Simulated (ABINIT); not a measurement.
# Zr (P6_3/mmc) in ABINIT: a series of runs

The runs below take Zr through phonons, optical spectrum, elastic constants, with LDA, PBE.

Everything below comes from runs of ABINIT 10.8.3 (patched build). Logs are shortened: lines on timing, memory, paths and dates and some standing lists are left out, and cuts for length are marked. The log counts tension as positive stress, the text compression.

## Step 1: Starting point

It takes space group P6_3/mmc (No. 194, hexagonal). Conventional cell: a = 3.232 Å, b = 3.232 Å, c = 5.147 Å, α = 90.00°, β = 90.00°, γ = 120.00°. Zr (site symmetry -6m2) has 12 Zr at 3.18 to 3.23 Å as nearest neighbours.

## Step 2: Phonons, LDA

Contents of run.abi:

```
ndtset 2

pp_dirpath "./"
pseudos "Zr.hgh"

acell 6.1075948348 6.1075948347 9.7264203634
rprim
     1.0000000000     0.0000000000     0.0000000000
    -0.5000000000     0.8660254038     0.0000000000
     0.0000000000     0.0000000000     1.0000000000
ntypat 1
znucl 40
natom 2
typat 1 1
xred
            2/3            1/3            3/4
            1/3            2/3            1/4

ecut 380.959407 eV

ngkpt 12 12 6
nshiftk 1
shiftk 0.0 0.0 0.0

ixc 7

nband 12
occopt 3
tsmear 0.00367493

nstep 80

prteig 0
prtebands 0
prtwf 0
prtden 0
prtpot 0

kptopt1 1
tolvrs1 1.0e-15
prtwf1 1
tolwfr1 1.0e-14
nbdbuf1 4
nline1 6

rfphon2 1
rfatpol2 1 2
rfdir2 1 1 1
getwfk2 1
kptopt2 2
nqpt2 1
qpt2 0.0 0.0 0.0
tolvrs2 1.0e-8
```

Contents of mrgddb.in:

```
merged_DDB
Zr
2
runo_DS1_DDB
runo_DS2_DDB
```

Contents of anaddb.abi:

```
ddb_filepath "merged_DDB"
output_file "anaddb.abo"
outdata_prefix "ana"
asr 1
chneut 0
dipdip 0
dieflag 0
enunit 0
eivec 1
nph1l 1
qph1l 0.0 0.0 0.0 1.0
```

Potentials or basis: HGH LDA.

On the command line:

```console
> abinit run.abi > log 2>&1
> mrgddb < mrgddb.in > mrgddb.log 2>&1
> anaddb anaddb.abi > anaddb.log 2>&1
```

run.abo:

```text
.Version 10.8.3 of ABINIT
 DATASET    1 : space group P6_3/m m c (#194); Bravais hP (primitive hexag.)
================================================================================
 Values of the parameters that define the memory need for DATASET  1.
     intxc =       0    ionmov =       0      iscf =       7    lmnmax =       7
     lnmax =       7     mgfft =      36  mpssoang =       3    mqgrid =    3001
     natom =       2  nloc_mem =       1    nspden =       1   nspinor =       1
    nsppol =       1      nsym =      24    n1xccc =       0    ntypat =       1
    occopt =       3   xclevel =       1
       mpw =         795          nfft =       20736          nkpt =          76
================================================================================
================================================================================

 DATASET    2 : space group P6_3/m m c (#194); Bravais hP (primitive hexag.)
================================================================================
 Values of the parameters that define the memory need for DATASET  2 (RF).
     intxc =       0      iscf =       7    lmnmax =       7     lnmax =       7
     mgfft =      36  mpssoang =       3    mqgrid =    3001     natom =       2
  nloc_mem =       1    nspden =       1   nspinor =       1    nsppol =       1
      nsym =      24    n1xccc =       0    ntypat =       1    occopt =       3
   xclevel =       1
      nfft =       20736          nkpt =         436
================================================================================
================================================================================

--------------------------------------------------------------------------------
------------- Echo of variables that govern the present computation ------------
--------------------------------------------------------------------------------
 -outvars: echo values of preprocessed input variables --------
            acell      6.1075948348E+00  6.1075948347E+00  9.7264203634E+00 Bohr
              amu      9.12240000E+01
             ecut      1.40000000E+01 Hartree
           getwfk1          0
           getwfk2          1
                       outvar_i_n : Printing only first  50 k-points.
              ixc           7
           jdtset        1    2
                       outvar_i_n : Printing only first  50 k-points.
           kptopt1          1
           kptopt2          2
         kptrlatt       12    0    0      0   12    0      0    0    6
          kptrlen      5.83585222E+01
            natom           2
            nband1         12
            nband2         12
           nbdbuf1          4
           nbdbuf2          2
           ndtset           2
            ngfft          24      24      36
             nkpt1         76
             nkpt2        436
            nline1          6
            nline2          4
             nqpt1          0
             nqpt2          1
            nstep          80
             nsym          24
           ntypat           1
                       prtocc : prtvol=0, do not print more k-points.
                       prtocc : prtvol=0, do not print more k-points.
           occopt           3
        optdriver1          0
        optdriver2          1
           prtden           0
        prtebands           0
           prteig           0
            prtwf1          1
            prtwf2          0
           rfphon1          0
           rfphon2          1
            rprim      1.0000000000E+00  0.0000000000E+00  0.0000000000E+00
                      -5.0000000000E-01  8.6602540380E-01  0.0000000000E+00
                       0.0000000000E+00  0.0000000000E+00  1.0000000000E+00
          spgroup         194
           tolvrs1     1.00000000E-15
           tolvrs2     1.00000000E-08
           tolwfr1     1.00000000E-14
           tolwfr2     0.00000000E+00
           tsmear      3.67493000E-03 Hartree
            typat      1  1
                       outvars : Printing only first  50 k-points.
           xangst      1.6159999989E+00  9.3299803438E-01  3.8602499974E+00
                       1.7639237597E-11  1.8659960688E+00  1.2867499991E+00
            xcart      3.0537974174E+00  1.7631107610E+00  7.2948152725E+00
                       3.3333328128E-11  3.5262215220E+00  2.4316050908E+00
             xred      6.6666666667E-01  3.3333333333E-01  7.5000000000E-01
[... 205 lines left out ...]

================================================================================

 The perturbation idir=   2  ipert=   1 is
 symmetric of a previously calculated perturbation.
 So, its SCF calculation is not needed.
[... 9 lines left out ...]
 The perturbation idir=   3  ipert=   2 is
 symmetric of a previously calculated perturbation.
 So, its SCF calculation is not needed.

--------------------------------------------------------------------------------
 Perturbation wavevector (in red.coord.)   0.000000  0.000000  0.000000
 Perturbation : displacement of atom   1   along direction   1
 Found     2 symmetries that leave the perturbation invariant.
 symkpt : the number of k-points, thanks to the symmetries,
 is reduced to   296 .

--------------------------------------------------------------------------------

--------------------------------------------------------------------------------

 dfpt_looppert : total number of electrons, from k and k+q
  fully or partially occupied states are    8.000000E+00 and    8.000000E+00.
 Initialisation of the first-order wave-functions :
  ireadwf=   0

--- !BeginCycle
iteration_state: {dtset: 2, }
solver: {iscf: 7, nstep: 80, nline: 4, wfoptalg: 0, }
tolerances: {tolvrs: 1.00E-08, }
...

     iter   2DEtotal(Ha)        deltaE(Ha) residm    vres2
-ETOT  1  0.63742789826358     -1.926E+02 7.254E-01 5.020E+02
 ETOT  2  0.29160912919755     -3.458E-01 1.632E-02 5.744E+00
 ETOT  3  0.28862846629906     -2.981E-03 1.047E-04 2.647E-02
 ETOT  4  0.28860204363062     -2.642E-05 3.643E-06 1.405E-04
 ETOT  5  0.28860184927905     -1.944E-07 7.952E-08 1.043E-05
 ETOT  6  0.28860186396903      1.469E-08 1.307E-09 4.366E-05
 ETOT  7  0.28860184115391     -2.282E-08 8.008E-11 1.319E-07
 ETOT  8  0.28860184108169     -7.222E-11 1.937E-12 8.977E-11

 At SCF step    8       vres2   =  8.98E-11 < tolvrs=  1.00E-08 =>converged.
================================================================================

 ----iterations are completed or convergence reached----

 Mean square residual over all n,k,spin=   10.325E-15; max=  19.368E-13

 2DEtotal=    0.2886018411E+00 Ha. Also 2DEtotal=    0.785325616898E+01 eV
    (2DErelax=   -1.9296645592E+02 Ha. 2DEnonrelax=    1.9325505776E+02 Ha)
    (  non-var. 2DEtotal :    2.8860189939E-01 Ha)

--------------------------------------------------------------------------------
 Perturbation wavevector (in red.coord.)   0.000000  0.000000  0.000000
 Perturbation : displacement of atom   1   along direction   3
 Found     6 symmetries that leave the perturbation invariant.
 symkpt : the number of k-points, thanks to the symmetries,
 is reduced to   100 .

--------------------------------------------------------------------------------

--------------------------------------------------------------------------------

 dfpt_looppert : total number of electrons, from k and k+q
  fully or partially occupied states are    8.000000E+00 and    8.000000E+00.
 Initialisation of the first-order wave-functions :
  ireadwf=   0

--- !BeginCycle
iteration_state: {dtset: 2, }
solver: {iscf: 7, nstep: 80, nline: 4, wfoptalg: 0, }
tolerances: {tolvrs: 1.00E-08, }
...

     iter   2DEtotal(Ha)        deltaE(Ha) residm    vres2
-ETOT  1   495.77989454774     -3.860E+01 9.910E-01 1.108E+06
 ETOT  2   67.582588009498     -4.282E+02 2.215E-01 1.443E+05
 ETOT  3   2.0477445196150     -6.553E+01 1.854E-02 3.181E+01
 ETOT  4   2.0308983611786     -1.685E-02 1.778E-04 3.536E-01
 ETOT  5   2.0307470119461     -1.513E-04 5.773E-06 1.457E-02
 ETOT  6   2.0307471186962      1.068E-07 4.125E-07 1.480E-02
 ETOT  7   2.0307393794092     -7.739E-06 1.967E-08 1.393E-05
 ETOT  8   2.0307393732579     -6.151E-09 1.677E-09 4.777E-09

 At SCF step    8       vres2   =  4.78E-09 < tolvrs=  1.00E-08 =>converged.
================================================================================

 ----iterations are completed or convergence reached----

 Mean square residual over all n,k,spin=   31.869E-13; max=  16.767E-10

 2DEtotal=    0.2030739373E+01 Ha. Also 2DEtotal=    0.552592334506E+02 eV
    (2DErelax=   -5.3234665784E+02 Ha. 2DEnonrelax=    5.3437739721E+02 Ha)
    (  non-var. 2DEtotal :    2.0307492631E+00 Ha)

================================================================================

 ---- first-order wavefunction calculations are completed ----

 ==> Compute Derivative Database <==

  Dynamical matrix, in cartesian coordinates,
   if specified in the inputs, asr has been imposed
     j1       j2             matrix element
  dir pert dir pert     real part    imaginary part

   1    1   1    1         0.0077380359        -0.0000000000
   1    1   1    2        -0.0077380359         0.0000000000

   2    1   2    1         0.0077380359        -0.0000000000
   2    1   2    2        -0.0077380359         0.0000000000
[... 10 lines left out ...]
   3    2   3    1        -0.0214670739         0.0000000000
   3    2   3    2         0.0214670739        -0.0000000000

  Phonon wavevector (reduced coordinates) :  0.00000  0.00000  0.00000
 Phonon energies in Hartree :
   0.000000E+00  0.000000E+00  0.000000E+00  3.050674E-04  3.050674E-04
   5.081206E-04
 Phonon frequencies in cm-1    :
   0.000000E+00  0.000000E+00  0.000000E+00  6.695455E+01  6.695455E+01
   1.115196E+02

== END DATASET(S) ==============================================================
================================================================================

 -outvars: echo values of variables after computation  --------
            acell      6.1075948348E+00  6.1075948347E+00  9.7264203634E+00 Bohr
           etotal1    -6.1527522202E+00
           etotal2     2.0307393733E+00
            fcart1    -1.3777135763E-30 -1.6703889387E-29 -0.0000000000E+00
                       1.3777135763E-30  1.6703889387E-29 -0.0000000000E+00
            fcart2     0.0000000000E+00  0.0000000000E+00  0.0000000000E+00
                       0.0000000000E+00  0.0000000000E+00  0.0000000000E+00
            rprim      1.0000000000E+00  0.0000000000E+00  0.0000000000E+00
                      -5.0000000000E-01  8.6602540380E-01  0.0000000000E+00
                       0.0000000000E+00  0.0000000000E+00  1.0000000000E+00
           strten1     3.1538434394E-04  3.1538434393E-04  3.0148085561E-04
                       0.0000000000E+00  0.0000000000E+00 -1.6672569197E-14
           strten2     0.0000000000E+00  0.0000000000E+00  0.0000000000E+00
                       0.0000000000E+00  0.0000000000E+00  0.0000000000E+00
           xangst      1.6159999989E+00  9.3299803438E-01  3.8602499974E+00
                       1.7639237597E-11  1.8659960688E+00  1.2867499991E+00
             xred      6.6666666667E-01  3.3333333333E-01  7.5000000000E-01
                       3.3333333333E-01  6.6666666667E-01  2.5000000000E-01
 Calculation completed.
```

Run time: 4.9 min. Hardware: 1 thread of Intel Xeon at 2.50GHz (Skylake/Cascade Lake), shared host; peak memory 0.19 GiB.

What came out:

```yaml
Free_energy: -167.4249 eV
Band_gap_on_the_k_mesh: none (metal or under the smearing width)
Highest_phonon_frequency_at_Γ: 112 cm⁻¹
```

Phonon frequencies in cm⁻¹ (negative: imaginary):
```tsv
q point	frequencies
(0.000, 0.000, 0.000)	0 0 0 67 67 112
```

Caveat: the cutoff is too short for stress, so the log's stress isn't used; HGH potentials are hard and often keep d shells in the core, so these values are rough.

## Step 3: Phonons, LDA (cell relaxed at zero pressure by an earlier run)

Contents of run.abi:

```
ndtset 2

pp_dirpath "./"
pseudos "Zr.hgh"

acell 3*1.0 Angstrom
rprim
     3.1348484200     0.0000000000     0.0000000000
    -1.5674242100     2.7148583700     0.0000000000
     0.0000000000     0.0000000000     4.9859286000
ntypat 1
znucl 40
natom 2
typat 1 1
chkprim 0
chksymtnons 0
tolsym 1.0e-6
xred
            2/3            1/3            3/4
            1/3            2/3            1/4

ecut 18.0
ecutsm 0.5

ngkpt 12 12 6
nshiftk 1
shiftk 0.0 0.0 0.0

ixc 7

nband 12
occopt 3
tsmear 0.136 eV

nstep 80

prteig 0
prtebands 0
prtwf 0
prtden 0
prtpot 0

kptopt1 1
tolvrs1 1.0e-15
prtwf1 1
tolwfr1 1.0e-14
nbdbuf1 4
nline1 6

rfphon2 1
rfatpol2 1 2
rfdir2 1 1 1
getwfk2 1
kptopt2 2
nqpt2 1
qpt2 0.0 0.0 0.0
tolvrs2 1.0e-10
```

mrgddb.in is that of step 2.

anaddb.abi, as its differences from that of step 2:

```diff
@@ -3,3 +3,3 @@
 outdata_prefix "ana"
-asr 1
+asr 2
 chneut 0
```

Potentials or basis: HGH LDA.

On the command line:

```console
> mpirun --bind-to none -np 4 abinit run.abi > log 2>&1
> mrgddb < mrgddb.in > mrgddb.log 2>&1
> anaddb anaddb.abi > anaddb.log 2>&1
```

run.abo:

```text
.Version 10.8.3 of ABINIT
 DATASET    1 : space group P6_3/m m c (#194); Bravais hP (primitive hexag.)
================================================================================
 Values of the parameters that define the memory need for DATASET  1.
     intxc =       0    ionmov =       0      iscf =       7    lmnmax =       7
     lnmax =       7     mgfft =      36  mpssoang =       3    mqgrid =    3001
     natom =       2  nloc_mem =       1    nspden =       1   nspinor =       1
    nsppol =       1      nsym =      24    n1xccc =       0    ntypat =       1
    occopt =       3   xclevel =       1
       mpw =        1057          nfft =       20736          nkpt =          76
================================================================================
================================================================================

 DATASET    2 : space group P6_3/m m c (#194); Bravais hP (primitive hexag.)
================================================================================
 Values of the parameters that define the memory need for DATASET  2 (RF).
[... 425 lines left out ...]

 -outvars: echo values of variables after computation  --------
            acell      1.8897261259E+00  1.8897261259E+00  1.8897261259E+00 Bohr
           etotal1    -6.1599287463E+00
           etotal2     3.8425107016E+00
            fcart1    -3.6362497889E-28  4.1987795869E-28 -0.0000000000E+00
                       3.6362497889E-28 -4.1987795869E-28 -0.0000000000E+00
            fcart2     0.0000000000E+00  0.0000000000E+00  0.0000000000E+00
                       0.0000000000E+00  0.0000000000E+00  0.0000000000E+00
            rprim      3.1348484200E+00  0.0000000000E+00  0.0000000000E+00
                      -1.5674242100E+00  2.7148583700E+00  0.0000000000E+00
                       0.0000000000E+00  0.0000000000E+00  4.9859286000E+00
           strten1     1.2972937651E-05  1.2972936012E-05 -3.6352906378E-05
                       0.0000000000E+00  0.0000000000E+00  0.0000000000E+00
           strten2     0.0000000000E+00  0.0000000000E+00  0.0000000000E+00
                       0.0000000000E+00  0.0000000000E+00  0.0000000000E+00
           xangst      1.5674242100E+00  9.0495279000E-01  3.7394464500E+00
                       2.0327614857E-17  1.8099055800E+00  1.2464821500E+00
             xred      6.6666666667E-01  3.3333333333E-01  7.5000000000E-01
                       3.3333333333E-01  6.6666666667E-01  2.5000000000E-01
 Calculation completed.
```

anaddb.abo:

```text
.Version 10.8.3 of ANADDB
================================================================================

 -outvars_anaddb: echo values of input variables ----------------------

[... 88 lines left out ...]
        degenerate with vibration mode #   5
  2.0  2.0 -0.0 -0.0 -1.0 -1.0  0.0  0.0 -1.0 -1.0 -0.0 -0.0  2.0  2.0 -0.0 -0.0
 -1.0 -1.0  0.0  0.0 -1.0 -1.0 -0.0 -0.0
 Symmetry characters of vibration mode #   6
  1.0  1.0 -1.0 -1.0 -1.0 -1.0  1.0  1.0  1.0  1.0 -1.0 -1.0 -1.0 -1.0  1.0  1.0
  1.0  1.0 -1.0 -1.0 -1.0 -1.0  1.0  1.0

================================================================================

 anaddb : the run completed successfully.
```

It took 31 s on 4 MPI ranks of Arm Neoverse V2, shared host; peak memory 0.4 GiB.

Results:

```
Free energy                   : -167.6202 eV
Pressure                      : 0.1 GPa
Band gap on the k mesh        : none (metal or under the smearing width)
Highest phonon frequency at Γ : 158 cm⁻¹
```

Stress tensor (GPa, compression positive):
```
-0.38  0.00  0.00
 0.00 -0.38  0.00
 0.00  0.00  1.07
```

Phonon frequencies in cm⁻¹ (negative: imaginary):
| q point | frequencies |
| --- | --- |
| (0.000, 0.000, 0.000) | 0 0 0 54 54 158 |

Caveat: HGH potentials are hard and often keep d shells in the core, so these values are rough.

(Continued in part 2 of 2.)
